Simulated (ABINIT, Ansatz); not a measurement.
# Cost and result for the band gap of LiCl

Symmetry: Fm-3m, No. 225, cubic system. The conventional cell has a = 5.130 Å, b = 5.130 Å, c = 5.130 Å, α = 90.00°, β = 90.00°, γ = 90.00°. Cl (site symmetry m-3m) has 6 Li at 2.56 Å as nearest neighbours. Li (site symmetry m-3m) has 6 Cl at 2.56 Å as nearest neighbours.

```tsv
rung	level	program and potentials	cutoff (eV)	k mesh	task	core time	chip	band gap (eV)	notes
GGA	revPBE	Ansatz, Ansatz PAW	420	9 × 9 × 9	band structure	3.1 s	Arm Neoverse N1	6.53	potentials made for PBE, which Ansatz adapts in part
GGA	PBEsol	Ansatz, Ansatz PAW	420	9 × 9 × 9	band structure	3.2 s	Arm Neoverse N1	6.12	potentials made for PBE, which Ansatz adapts in part
GGA	RPBE	Ansatz, Ansatz PAW	420	9 × 9 × 9	band structure	3.3 s	Arm Neoverse N1	6.58	potentials made for PBE, which Ansatz adapts in part
G0W0	G0W0 on PBE	Ansatz, Ansatz PAW	420	6 × 6 × 6	G0W0 quasiparticle levels	31 s	AMD EPYC 7R13 Zen 3	8.89	bands, basis or mesh of the many-body step not converged; response cutoff 220 eV, bands 250
hybrid	B3LYP	Ansatz, Ansatz PAW	420	5 × 5 × 5	band structure	60 s	AMD EPYC 9R45 Zen 5	8.15	coarse mesh; potentials made for PBE, which Ansatz adapts in part
GGA	PBE	ABINIT, PseudoDojo NC SR PBE v0.5 standard	1007	9 × 9 × 9	band structure	69 s	Arm Neoverse V1	6.33	-
hybrid	PBEsol0	Ansatz, Ansatz PAW	420	5 × 5 × 5	band structure	1.9 min	Arm Neoverse V1	8.28	coarse mesh; potentials made for PBE, which Ansatz adapts in part
Hartree-Fock	HF	Ansatz, Ansatz PAW	420	5 × 5 × 5	band structure	2.1 min	Arm Neoverse V1	15.25	coarse mesh; potentials made for PBE, which Ansatz adapts in part
hybrid	r2SCAN0	Ansatz, Ansatz PAW	500	5 × 5 × 5	band structure	3 min	Arm Neoverse V1	8.98	coarse mesh; potentials made for PBE, which Ansatz adapts in part
```

Times are single runs on shared hosts and different chips, so they are rough; meshes, cutoffs and the tasks' sizes weigh on the time. All rows: no spin polarisation. Gaps are the least found on the k mesh or the band path, and a mesh can miss the band edges. The cell comes from a database and isn't always the measured one. Meshes differ between rows, which moves values too. All levels ran on this one cell, unrelaxed unless noted. Meshes are those of the run's cell of 2 atoms unless a note names another. Runs on faulty files, with rough fits or with known faults for this quantity aren't shown. No row holds spin-orbit coupling.

By rung: GGA 6.12 to 6.58; hybrid on coarse meshes 8.15 to 8.98; Hartree-Fock on coarse meshes 15.25; G0W0 on coarse settings 8.89 (eV).
